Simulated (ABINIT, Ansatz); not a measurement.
# KI (Fm-3m): third-order response

Which lines does KI (Fm-3m) show in Raman and infrared spectra?

Main program and level: ABINIT 10.8.3; DFT LDA, scalar-relativistic, plane waves, PseudoDojo norm-conserving pseudopotentials.

This is a report of a sequence of runs, with most program output left out.

### Step 1. The starting structure

Symmetry: Fm-3m, No. 225, cubic system. Conventional cell: a = 6.818 Å, b = 6.818 Å, c = 6.818 Å, α = 90.00°, β = 90.00°, γ = 90.00°. K has 6 I at 3.41 Å nearest. Nearest to I lie 6 K at 3.41 Å. Farther neighbours and most contacts between anions are not listed.

### Step 2. Relaxation

The harmonic expansion needs vanishing forces, and a free crystal bears no stress, so cell and atoms are brought to rest. Stress is more sensitive to the basis than forces are: the last 3 Ha under the cutoff are smoothed with ecutsm, and the cutoff is raised above that of the later runs.

The starting cell comes from a relaxation made beforehand in Ansatz (LDA, PseudoDojo NC).

Input file relax.abi:

```
# relaxation
ionmov 2
optcell 2
dilatmx 1.08
ntime 40
tolmxf 1.0d-05
tolvrs 1.0d-14
prtwf 0
prtden 0
chksymtnons 0

# basis, mesh and filling
ecut 40.0
ecutsm 3.0
ngkpt 6 6 6
nshiftk 1
shiftk 0.0 0.0 0.0
istwfk *1
occopt 1
nband 8
nstep 100
diemac 9.0
prtebands 0
prtgsr 0

# cell and atoms
acell 9.110051143 9.110051143 9.110051143
rprim 
    0.0 0.7071067812 0.7071067812
    0.7071067812 0.0 0.7071067812
    0.7071067812 0.7071067812 0.0
ntypat 2
znucl 19 53
natom 2
typat 1 2
xred 
    0.0 0.0 0.0
    0.5 0.5 0.5
pp_dirpath "./pseudo"
pseudos "K.upf, I.upf"
```

Run with:

```sh
> OMP_NUM_THREADS=1 mpirun -n 4 abinit relax.abi > relax.log
```

The job ended after 26 s (4 MPI ranks of Intel Xeon at 2.70GHz, shared host).

Little changed from the start: no atom moved by 0.005 Å and no cell edge by 0.1 %.

Read from the output:

```yaml
volume_per_atom: 39.61 Å³
pressure: -0.001530 GPa
```

### Step 3. Ground state

The response is built on these wavefunctions, so the potential is converged far more tightly than an energy would need. The mesh is shifted off Γ, since shifted meshes converge sums over the zone faster.

Input file gs.abi:

```
# ground state
tolvrs 1.0d-16
prtden 1
prtwf 1

# basis, mesh and filling
ecut 32.0
ngkpt 4 4 4
nshiftk 4
shiftk 
    0.5 0.5 0.5
    0.5 0.0 0.0
    0.0 0.5 0.0
    0.0 0.0 0.5
istwfk *1
occopt 1
nband 8
nstep 100
diemac 9.0
prtebands 0
prtgsr 0

# cell and atoms
acell 9.110051143 9.110051143 9.110051143
rprim 
    0.0 0.7071067812 0.7071067812
    0.7071067812 0.0 0.7071067812
    0.7071067812 0.7071067812 0.0
ntypat 2
znucl 19 53
natom 2
typat 1 2
xred 
    0.0 0.0 0.0
    0.5 0.5 0.5
pp_dirpath "./pseudo"
pseudos "K.upf, I.upf"
```

Run with:

```sh
> OMP_NUM_THREADS=1 mpirun -n 4 abinit gs.abi > gs.log
```

It took 10 s on 4 MPI ranks.

Numbers from this step:

* pressure: -0.09226 GPa

The cell stands at -0.092 GPa, close enough for phonons.

### Step 4. The gap at rest

Empty bands on the ground state's density check that the gap assumed so far is there in this cell.

Input file gap.abi:

```
# empty bands on the ground state's density
iscf -2
getden_filepath "gso_DEN"
tolwfr 1.0d-12
nbdbuf 2
prtwf 0

# basis, mesh and filling
ecut 32.0
ngkpt 6 6 6
nshiftk 1
shiftk 0.0 0.0 0.0
istwfk *1
occopt 1
nband 12
nstep 100
diemac 9.0
prtebands 0
prtgsr 0

# cell and atoms
acell 9.110051143 9.110051143 9.110051143
rprim 
    0.0 0.7071067812 0.7071067812
    0.7071067812 0.0 0.7071067812
    0.7071067812 0.7071067812 0.0
ntypat 2
znucl 19 53
natom 2
typat 1 2
xred 
    0.0 0.0 0.0
    0.5 0.5 0.5
pp_dirpath "./pseudo"
pseudos "K.upf, I.upf"
```

Run with:

```sh
> OMP_NUM_THREADS=1 mpirun -n 4 abinit gap.abi > gap.log
```

Elapsed: 18 s, on 4 MPI ranks.

This step gave:

| Quantity | Value |
| --- | --- |
| gap on the k-mesh | 3.866 eV |

In this cell the gap on the mesh is 3.9 eV, direct, so fixed occupations hold.

### Step 5. Zone-centre response

The derivative of the wavefunctions by k comes first, since the response to a field is built on it; then the field and the displacements that symmetry doesn't supply are solved at q = 0. By the 2n+1 theorem the first-order wavefunctions also give third derivatives: Raman tensors and the non-linear susceptibility.

It reads the wavefunctions written in step 3.

Input file dfpt_gamma.abi:

```
ndtset 3

# common to the responses
getwfk_filepath "gso_WFK"
kptopt 2
nqpt 1
qpt 0.0 0.0 0.0
asr 0
chneut 0

# d/dk
rfelfd1 2
rfdir1 1 1 1
iscf1 -3
tolwfr1 1.0d-20

# displacements, field
rfphon2 1
rfatpol2 1 2
rfdir2 1 1 1
rfelfd2 3
getddk2 1
tolvrs2 1.0d-10
prepanl2 1
prtden2 1

# third order
optdriver3 5
getden_filepath3 "gso_DEN"
get1den3 2
get1wf3 2
getddk3 1
d3e_pert1_elfd3 1
d3e_pert1_phon3 1
d3e_pert1_atpol3 1 2
d3e_pert1_dir3 1 1 1
d3e_pert2_elfd3 1
d3e_pert2_dir3 1 1 1
d3e_pert3_elfd3 1
d3e_pert3_dir3 1 1 1
usepead3 1
tolvrs3 1.0d-10

# basis, mesh and filling
ecut 32.0
ngkpt 4 4 4
nshiftk 4
shiftk 
    0.5 0.5 0.5
    0.5 0.0 0.0
    0.0 0.5 0.0
    0.0 0.0 0.5
istwfk *1
occopt 1
nband 8
nstep 100
diemac 9.0
prtebands 0
prtgsr 0

# cell and atoms
acell 9.110051143 9.110051143 9.110051143
rprim 
    0.0 0.7071067812 0.7071067812
    0.7071067812 0.0 0.7071067812
    0.7071067812 0.7071067812 0.0
ntypat 2
znucl 19 53
natom 2
typat 1 2
xred 
    0.0 0.0 0.0
    0.5 0.5 0.5
pp_dirpath "./pseudo"
pseudos "K.upf, I.upf"
```

Run with:

```sh
> OMP_NUM_THREADS=1 mpirun -n 4 abinit dfpt_gamma.abi > dfpt_gamma.log
```

Elapsed: 9.8 min, on 4 MPI ranks; 39 min of CPU time.

Numbers from this step:

- miss of the charge sum rule: 3.98e-4 e
- largest acoustic frequency at the zone centre before the sum rule: 0.31 cm⁻¹
- highest optical zone-centre mode (no LO-TO term): 114.7 cm⁻¹
- lowest optical zone-centre mode: 114.7 cm⁻¹
- mean high-frequency dielectric constant: 3.122
- largest Born charge in size (third of the trace): 1.106 e

Born charge (rows field, columns displacement), before the sum rule (e), principal values of the symmetric part by kind of site:

```csv
atom,atoms with these values,low,middle,high,mean
K1,1,1.11,1.11,1.11,1.11
I2,1,-1.11,-1.11,-1.11,-1.11
```

In full for K1:

```
1.11 0.00 0.00
0.00 1.11 0.00
0.00 0.00 1.11
```

High-frequency dielectric tensor:

```
3.12 0.00 0.00
0.00 3.12 0.00
0.00 0.00 3.12
```

The acoustic modes at Γ come out as far as 0.3 cm⁻¹ from zero, where they should vanish, a small numerical error; the Born charges miss their sum rule by 4.0e-4 e, which is good.

### Step 6. Modes with the sum rule

anaddb reads the merged derivatives, imposes the acoustic sum rule and charge neutrality, and adds the LO-TO term along chosen directions.

Input file anaddb.abi:

```
ddb_filepath "gamma_DDB"
output_file "anaddb.abo"
outdata_prefix "anaddb"
asr 1
chneut 1
enunit 2
eivec 1
nph1l 1
qph1l 0.0 0.0 0.0 1.0
dieflag 1
nph2l 3
qph2l 
    1.0 0.0 0.0 0.0
    0.0 0.0 1.0 0.0
    1.0 1.0 1.0 0.0
nlflag 1
ramansr 1
alphon 1
prtmbm 1
```

Input file mrgddb.in:

```
gamma_DDB
merged
3
dfpt_gammao_DS2_DDB
dfpt_gammao_DS3_DDB
gso_DDB
```

Run with:

```sh
> mrgddb < mrgddb.in > mrgddb.log
> OMP_NUM_THREADS=1 anaddb anaddb.abi > anaddb.log
```

Elapsed: 1.4 s, on 1 thread.

Numbers from this step:

| Quantity | Value |
| --- | --- |
| mean static dielectric constant | 5.054 |
| highest mode moved by the LO-TO term | 145.9 cm⁻¹ |

No LO-TO term; unit eigenvectors of the mass-weighted matrix, from anaddb's displacements. Modes at Γ, with each element's share of the kinetic energy:

```csv
mode,frequency (cm⁻¹),symmetry,K %,I %
1,0.0,acoustic,24,76
2,0.0,acoustic,24,76
3,0.0,acoustic,24,76
4,114.7,T1u,76,24
5,114.7,T1u,76,24
6,114.7,T1u,76,24
```

Displacements in mode 6 (114.7 cm⁻¹), the largest set to 1:
```
K1   1.00  0.00  0.00
I2  -0.31  0.00  0.00
```

Trace of the oscillator strength, degenerate modes summed. Lines of the infrared spectrum (strongest = 100):

```csv
position (cm⁻¹),lines merged,"IR intensity, relative"
115,3,100
```

Static dielectric tensor (ions relaxed, fixed cell):

```
5.05 0.00 0.00
0.00 5.05 0.00
0.00 0.00 5.05
```

The rule moves no optical mode by more than 0.1 cm⁻¹.

### Step 7. Sum rules set otherwise (asr 0)

Without the rule the raw error of the acoustic modes shows.

anaddb.abi, as its differences from that of step 6:

```diff
@@ -3,4 +3,4 @@
 outdata_prefix "anaddb"
-asr 1
-chneut 1
+asr 0
+chneut 0
 enunit 2
```

mrgddb.in is that of step 6.

Run time: 1.8 s. Hardware: 1 thread.

Zone-centre frequencies as printed; negative means imaginary. Modes:

```csv
mode,frequency (cm⁻¹)
1,0.31
2,0.31
3,0.31
4,114.7
5,114.7
6,114.7
```

### Step 8. The same in Ansatz

The same cell goes through another code at the same cutoff. The files are of one family, but Ansatz's library holds files of its own making for some heavy elements, so those for I may differ. Its k mesh is centred on Γ.

This step: DFT LDA, scalar-relativistic, plane waves, norm-conserving pseudopotentials of its library (PseudoDojo's, some remade) (Ansatz 0.2.0).

Input file input.yaml:

```yaml
crystal:
  lattice:
    - [0.0, 3.4088426129, 3.4088426129]
    - [3.4088426129, 0.0, 3.4088426129]
    - [3.4088426129, 3.4088426129, 0.0]
  atoms:
    - { symbol: K, position: [0.0, 0.0, 0.0] }
    - { symbol: I, position: [0.5, 0.5, 0.5] }
kpoints:
  mp_grid: { grid: [6, 6, 6] }
hamiltonian:
  xc: lda
  pseudopotentials: { kind: nc, accuracy: standard }
scf:
  occupations: { method: fixed }
output:
  eigenvalues: true
basis:
  ecutwfc: 870.764
phonons:
  method: dfpt
  dielectric: true
  rigid_motions: translations
  raman: true
```

Run with:

```sh
> ansatz run input.yaml --threads 4 --pin off --max-ram 8192MiB --backend cpu --events-out ev --progress --plain --runs-dir out
```

Wall time 1.9 min (4 threads); peak memory 1.3 GiB; 6.3 min of CPU time.

Read from the output:

| Quantity | Value |
| --- | --- |
| sum-rule residual before enforcement | 2.52e-4 eV/Å² |
| miss of the charge sum rule | 5.13e-4 e |
| estimated error of the dielectric tensor | 0.006394 |
| estimated error of the Born charges | 0.009759 e |
| highest optical zone-centre mode (no LO-TO term) | 114.6 cm⁻¹ |
| lowest optical zone-centre mode | 114.6 cm⁻¹ |
| mean high-frequency dielectric constant | 3.124 |
| mean static dielectric constant | 5.059 |

Transverse modes. Infrared lines, with heights relative to the strongest:

```csv
position (cm⁻¹),label,"IR intensity ((D/Å)²/amu), degenerate modes summed, relative"
115,T1u,100
```

### Step 9. The two compared: ABINIT PseudoDojo and Ansatz, library NC

Numbers from this step:

| Property | Result |
| --- | --- |
| root-mean-square difference | 0.08 cm⁻¹ |
| largest difference | 0.08 cm⁻¹ |

Frequencies side by side, by row:

```csv
q (reciprocal lattice),mode,ABINIT PseudoDojo (cm⁻¹),"Ansatz, library NC (cm⁻¹)"
0 0 0,1,0,0
0 0 0,2,0,0
0 0 0,3,0,0
0 0 0,4,114.7,114.6
0 0 0,5,114.7,114.6
0 0 0,6,114.7,114.6
```

The two runs side by side. Further quantities:

```csv
quantity,ABINIT PseudoDojo,"Ansatz, library NC"
mean ε∞,3.122,3.124
"largest Born charge in size (e; the first before, the second after the charge sum rule)",1.106,1.106
summed IR intensity ((D/Å)²/amu),2.833,2.833
summed Raman activity (Å⁴/amu),0,0
```

At the zone centre the largest difference (acoustic modes at Γ apart) is 0.07 % of the highest mode.

### Step 10. Summary of results

```yaml
space_group_after_relaxation: Fm-3m
volume_per_atom: 39.6 Å³
highest_optical_zone_centre_mode_no_lo_to_term: 114.7 cm⁻¹
highest_mode_moved_by_the_lo_to_term: 145.9 cm⁻¹
mean_high_frequency_dielectric_constant: 3.12
largest_born_charge_in_size_third_of_the_trace: 1.11 e
mean_static_dielectric_constant: 5.05
imaginary_optical_modes_at_the_zone_centre_no_q_mesh_in_this_session: none
largest_difference_from_ansatz_library_nc: 0.08 cm⁻¹
```

What this shows: No mode is Raman active in this structure; the strongest infrared line lies at 115 cm⁻¹. At the LDA level the optical modes of KI (Fm-3m) at the zone centre (no LO-TO term) lie at 115 cm⁻¹. Along the directions run, the highest mode that the macroscopic field moves lies at 146 cm⁻¹. Lattice motion raises the mean dielectric constant from 3.122 to 5.054. The Born charge of K is 1.106 e against a formal charge of +1, somewhat above it. The Lyddane-Sachs-Teller relation holds: (ωLO/ωTO)² is 1.62 and ε₀/ε∞ is 1.62. ABINIT PseudoDojo and Ansatz, library NC agree to 0.08 cm⁻¹ (0.07 % of the highest mode compared) on all solved modes but the acoustic ones at Γ, without the LO-TO term. These are harmonic frequencies at zero temperature: anharmonic shifts and linewidths and thermal expansion are left out. Spin-orbit coupling is left out, which can matter for the heavy elements here. Ansatz warns that the cutoff lies 11 % under the one recommended for these files; agreement at one cutoff is not convergence.

[Host names and launcher messages were left out of these logs when they were recorded.]

[Logs are printed without paths, hosts, clocks, repeated set-up lines and the standing remarks that a program may print on its own settings, such as how far it seeks lower states.]

[Hosts, paths, dates, database ids (printed as entryN), source tags and the programs' standing remarks are cut or masked in the printed files.]
